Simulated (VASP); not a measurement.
Write the native input for VASP 6.6.1 that does the following.

```
Task                   : relaxation of cell and atoms
Functional             : PBE
Dispersion             : D3(BJ)
Potentials or basis    : VASP PAW PBE potentials, release 64 (Ti_sv, O)
Cutoff                 : 600 eV
k mesh                 : 6 × 6 × 10
Occupations            : gaussian, width 0.03 eV
Spin                   : no spin polarisation
Further INCAR settings : ALGO = Normal; EDIFF = 1e-06; IBRION = 2; EDIFFG = -0.01; NSW = 90; ISIF = 3
```

The structure of TiO2 (Rutile) lies in POSCAR:

```
TiO2
1.0
    4.5922000000      0.0000000000      0.0000000000
    0.0000000000      4.5922000000      0.0000000000
    0.0000000000      0.0000000000      2.9574000000
Ti O
2 4
Direct
    0.0000000000      0.0000000000      0.0000000000
    0.5000000000      0.5000000000      0.5000000000
    0.3049600000      0.3049600000      0.0000000000
    0.1950400000      0.8049600000      0.5000000000
    0.6950400000      0.6950400000      0.0000000000
    0.8049600000      0.1950400000      0.5000000000
```

These files were run (other wordings do the same):

INCAR

```
SYSTEM = TiO2
ALGO = Normal
EDIFF = 1E-6
EDIFFG = -0.01
ENCUT = 600
GGA = PE
IBRION = 2
ISIF = 3
ISMEAR = 0
IVDW = 12
KPAR = 2
LASPH = .TRUE.
LCHARG = .FALSE.
LREAL = .FALSE.
LWAVE = .FALSE.
NELM = 80
NSW = 90
PREC = Accurate
SIGMA = 0.03
```

KPOINTS

```
k-points
0
G
  6 6 10
  0 0 0
```

Potentials or basis: VASP PAW PBE potentials, release 64 (Ti_sv, O).

Run with:

```console
$ cat potpaw_PBE.64/Ti_sv/POTCAR potpaw_PBE.64/O/POTCAR > POTCAR
$ mpirun -np 2 vasp_std > vasp.out
```

It gave:

```json
{
 "Relaxed volume": "10.47 Å³/atom",
 "Relaxed cell": "a = 4.609 Å, b = 4.609 Å, c = 2.957 Å, α = 90.00°, β = 90.00°, γ = 90.00°",
 "Space group after relaxing (to 0.05 Å)": "P4_2/mnm (No. 136)",
 "Energy gained by relaxing": "0.7 meV/atom",
 "Ionic steps": "5",
 "Pressure after relaxing": "0.0 GPa",
 "Largest force after relaxing": "0.004 eV/Å",
 "Band gap on the k mesh": "1.83 eV, direct",
 "Dispersion energy per atom": "-0.247 eV"
}
```

It took 110 s on 2 MPI ranks on AMD EPYC 9R45 (Zen 5), with other jobs on the host, peak memory 0.24 GiB a rank.
